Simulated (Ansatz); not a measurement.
# SiNi2 (P6_3/mmc) in Ansatz: a series of runs, part 2 of 2

Ansatz 0.2.0. The steps go on from the part before.

## 4. Relaxation of cell and atoms, PBE, collinear spin, ferromagnetic start, target pressure 10 GPa, at which the enthalpy is minimised

Contents of input.yaml:

```yaml
crystal:
  lattice:
    - [3.836, 0.0, 0.0]
    - [-1.918, 3.3220734489, 0.0]
    - [0.0, 0.0, 4.948]
  atoms:
    - { symbol: Ni, position: [0.6666666667, 0.3333333333, 0.75], spin: 1.0 }
    - { symbol: Ni, position: [0.3333333333, 0.6666666667, 0.25], spin: 1.0 }
    - { symbol: Ni, position: [0.0, 0.0, 0.5], spin: 1.0 }
    - { symbol: Ni, position: [0.0, 0.0, 0.0], spin: 1.0 }
    - { symbol: Si, position: [0.6666666667, 0.3333333333, 0.25] }
    - { symbol: Si, position: [0.3333333333, 0.6666666667, 0.75] }
hamiltonian:
  xc: pbe
  pseudopotentials: { kind: paw }
magnetization:
  spin_polarized: true
kpoints:
  mp_grid: { grid: [6, 6, 5] }
scf:
  occupations: { method: fermi_dirac, width: 0.05 }
output:
  forces: true
  stress: true
  eigenvalues: true
relax:
  f_tol: 0.01
  max_steps: 40
  cell: { stress_tol: 0.05, p_target: 10.0 }
```

Potentials or basis: Ansatz PAW.

Run with:

```sh
> ansatz run input.yaml --threads 2 --pin off --max-ram 5632MiB --backend cpu --events-out ev --progress --plain --runs-dir out
```

Output:

```text
Warning: RAYON_NUM_THREADS=2 ignored (pool sized by the plan → 2); use --threads N
Engine: ansatz 0.2.0, aarch64-unknown-linux-gnu
Pseudopotentials: kind: paw
Pseudopotential: Ni, paw, valence charge 18, recommended cutoff 420 eV (normal), Ni.paw.azcp
Pseudopotential: Si, paw, valence charge 4, recommended cutoff 420 eV (normal), Si.paw.azcp
Functional definition: PBE
  parameter kappa = 0.804
  parameter beta = 0.06672455060314922
  exchange = pbe_x(kappa = kappa, mu = beta*pi^2/3)
  correlation = pbe_c(beta = beta)
Crystal: 6 atoms, lattice volume = 63.055 Å³
Basis set: ecut = 420 eV, 1229 PW (Γ), exchange–correlation on 54×54×72 points (8 copies of the dense FFT grid, shifted against one another)
Bands: 51, of which v1, the nominal top of the filled ones, is band 40 counted from 1 (39 counted from 0)
Symmetry: 24 space group operations
Space group: P63/mmc (ITA 194), of the structure as read, at distance tolerance 4.0e-5 Å
Magnetic group: BNS 194.263 (UNI 1493), of the structure as read, at distance tolerance 4.0e-5 Å
k-points: 21 of 180
Non-local potential: Ni, projectors of the file, l = 0: 3, l = 1: 2, l = 2: 3, l = 3: 1
Non-local potential: Si, projectors of the file, l = 0: 2, l = 1: 2, l = 2: 2
PAW form: soft (Blöchl's): semilocal exchange-correlation on the pseudo side does not see the compensation charge
PAW one-centre angular grid: Ni, 590 points (default); XC on 64 Gauss nodes
PAW one-centre angular grid: Si, 110 points (default); XC on 64 Gauss nodes
[... 126 lines left out ...]
  E_ewald      = -11458.589159
  E_smearing   = -0.024094  (= −TS)
  E_closure    = 0.000000  (closes the sum)
  Σ components = -24633.444814   (vs F -24633.444814, Δ=0.00e0)
--- Forces (eV/Å), atoms counted from 1 ---
  atom   1  Ni    -0.00000000     0.00000000     0.00000000
  atom   2  Ni     0.00000000    -0.00000000    -0.00000000
  atom   3  Ni    -0.00000000    -0.00000000     0.00000000
  atom   4  Ni     0.00000000    -0.00000000     0.00000000
  atom   5  Si     0.00000000     0.00000000     0.00000000
  atom   6  Si     0.00000000    -0.00000000    -0.00000000
  max |Σ_I F_I| component: 3.24e-17 eV/Å
--- Stress (GPa, compression-positive) ---
       10.002579      -0.000000      -0.000000
        0.000000      10.002579      -0.000000
       -0.000000      -0.000000      10.005081
  P = ⅓ Tr σ = 10.0034 GPa (100.034 kbar)
--- Band table (eV; the first three rows and the last of 42) ---
  k-point 0 ↑: bands = ["-85.6398", "-85.6387", "-85.3858", "-85.3723", "-46.1105", "-46.1105", "-46.1062", "-46.1062", "-45.9734", "-45.9695", "-45.8879", "-45.7792", "-45.7792", "-45.7720", "-45.7720", "-45.7453", "5.0500", "9.6021", "11.2955", "12.6825", "12.6825", "13.8760", "13.8760", "13.9397", "14.0566", "14.0566", "14.5983", "14.5983", "15.8806", "15.8806", "16.0184", "16.5412", "16.5412", "16.5664", "16.5664", "16.6576", "17.3231", "17.3231", "18.1161", "20.6963", "20.6963", "20.7205", "20.8522", "20.8522", "21.2446", "22.2868", "22.2868", "23.6733", "26.3495", "26.3495", "27.3349"]
  k-point 1 ↑: bands = ["-85.6396", "-85.6388", "-85.3845", "-85.3736", "-46.1100", "-46.1100", "-46.1066", "-46.1066", "-45.9733", "-45.9700", "-45.8741", "-45.7786", "-45.7786", "-45.7727", "-45.7727", "-45.7589", "5.2972", "8.5872", "12.1388", "12.7345", "12.7345", "13.5395", "13.5395", "13.9751", "14.3329", "14.3329", "14.5951", "14.5951", "15.9480", "16.0310", "16.0310", "16.5437", "16.5437", "16.5512", "16.5512", "16.7003", "17.1981", "17.1981", "18.5575", "20.7313", "20.8773", "20.9167", "20.9167", "20.9609", "20.9609", "22.0137", "22.0137", "24.0453", "24.7034", "24.7034", "27.2611"]
  k-point 2 ↑: bands = ["-85.6394", "-85.6391", "-85.3811", "-85.3770", "-46.1090", "-46.1090", "-46.1076", "-46.1076", "-45.9726", "-45.9713", "-45.8383", "-45.7944", "-45.7768", "-45.7768", "-45.7746", "-45.7746", "6.0226", "7.1682", "12.8950", "12.8950", "13.1570", "13.1693", "13.1693", "13.8186", "14.5316", "14.5316", "14.5895", "14.5895", "15.9834", "16.3762", "16.3831", "16.3831", "16.5236", "16.5236", "16.5676", "16.5676", "16.8685", "16.8685", "19.8588", "20.3981", "21.1259", "21.1259", "21.2362", "21.4961", "21.4961", "21.7653", "21.7653", "23.0185", "23.0185", "23.4276", "25.7189"]
  k-point 20 ↓: bands = ["-85.6389", "-85.6389", "-85.3815", "-85.3772", "-46.1113", "-46.1113", "-46.1101", "-46.1082", "-45.9752", "-45.9752", "-45.8343", "-45.7938", "-45.7795", "-45.7795", "-45.7685", "-45.7685", "8.9078", "8.9078", "11.2187", "11.2187", "11.4774", "12.3736", "13.9266", "13.9266", "14.6712", "14.7433", "15.0105", "15.0105", "15.3718", "15.3718", "15.5362", "15.7105", "16.1854", "16.1854", "16.5584", "16.5584", "16.5828", "16.6493", "16.6493", "16.9824", "17.7850", "17.7850", "22.6963", "22.6963", "24.9090", "24.9090", "25.1767", "25.9100", "26.4093", "26.4093", "26.7921"]
--- Relaxed structure (5 steps of the walk, 5 accepted, 1 SCFs on fresh bases) ---
  F+E_penalty+E_count = -24633.44481393 eV   max|allowed force component| = 1.072e-16 eV/Å   (the final SCF, on the basis selected at the relaxed cell)
  cell:  # Å, volume = 63.2388 Å³
    - [3.8609651542549868, 3.650429800530519e-33, -3.2482638055568177e-34]
    - [-1.9304825771274934, 3.3436939067113225, 5.5088600094624986e-34]
    - [-4.189887724175318e-34, 5.7860354286230575e-34, 4.898481892218017]
  atoms:
    - { symbol: Ni, position: [0.6666666666666667, 0.33333333333333337, 0.7499999999999999] }
    - { symbol: Ni, position: [0.33333333333333337, 0.6666666666666667, 0.25] }
    - { symbol: Ni, position: [-2.2594991625374956e-34, -8.031777396923926e-35, 0.5] }
    - { symbol: Ni, position: [-2.517568521483814e-34, -7.910998789451386e-35, 1.3515070233113516e-37] }
    - { symbol: Si, position: [0.6666666666666667, 0.33333333333333337, 0.25] }
    - { symbol: Si, position: [0.33333333333333337, 0.6666666666666667, 0.7499999999999999] }
```

It took 34 s on 2 threads of Arm Neoverse V2, shared host; peak memory 0.43 GiB.

What came out:

| Quantity | Value |
| --- | --- |
| Free energy | -24633.4448 eV |
| Relaxed volume | 10.54 Å³/atom |
| Relaxed cell | a = 3.861 Å, b = 3.861 Å, c = 4.898 Å, α = 90.00°, β = 90.00°, γ = 120.00° |
| Space group after relaxing (to 0.05 Å) | P6_3/mmc (No. 194) |
| Energy change on relaxing (the enthalpy is what falls) | -3.9 meV/atom |
| Ionic steps | 6 |
| Pressure after relaxing | 10.0 GPa |
| Band gap on the k mesh | none (metal or under the smearing width) |
| Net moment | 0.00 μB per cell |
| Absolute moment | 0.00 μB per cell |

The path:
| step | energy change (eV) | largest force (eV/Å) | volume (Å³) |
| --- | --- | --- | --- |
| 1 | 0.0000 | 0.0000 | 63.05 |
| 2 | -0.0144 | 0.0000 | 63.16 |
| 3 | -0.0206 | 0.0000 | 63.20 |
| 4 | -0.0242 | 0.0000 | 63.25 |
| 5 | -0.0233 | 0.0000 | 63.24 |
| 6 | -0.0234 | 0.0000 | 63.24 |

Final structure:
```xyz
6
Lattice="3.8610 0.0000 0.0000 -1.9305 3.3437 0.0000 0.0000 0.0000 4.8985" Properties=species:S:1:pos:R:3 pbc="T T T"
Ni    1.9305    1.1146    3.6739
Ni    0.0000    2.2291    1.2246
Ni    0.0000    0.0000    2.4492
Ni    0.0000    0.0000    0.0000
Si    1.9305    1.1146    1.2246
Si    0.0000    2.2291    3.6739
```

Caveat: the plane-wave basis is chosen anew once the cell has moved, so the energies of steps on either side of that aren't comparable; the starting moments weren't kept.

## 5. Overview

| cell | target pressure (GPa) | gap on the mesh (eV) | pressure (GPa) | moment (μB) |
| --- | --- | --- | --- | --- |
| relaxed to 2 GPa | 2 | none | 2.0 | 0.00 |
| relaxed to 5 GPa | 5 | none | 5.0 | 0.00 |
| relaxed to 10 GPa | 10 | none | 10.0 | 0.00 |

Alike in all rows: task relaxation of cell and atoms; level PBE; potentials or basis Ansatz PAW; spin collinear, ferromagnetic start; k mesh 6 × 6 × 5; cutoff (eV) 420; smearing fermi-dirac 0.05 eV.

Caveats: the plane-wave basis is chosen anew once the cell has moved, so the energies of steps on either side of that aren't comparable; the starting moments weren't kept.

Total energies depend on the potentials used, so only differences within one code and one set of settings carry meaning.
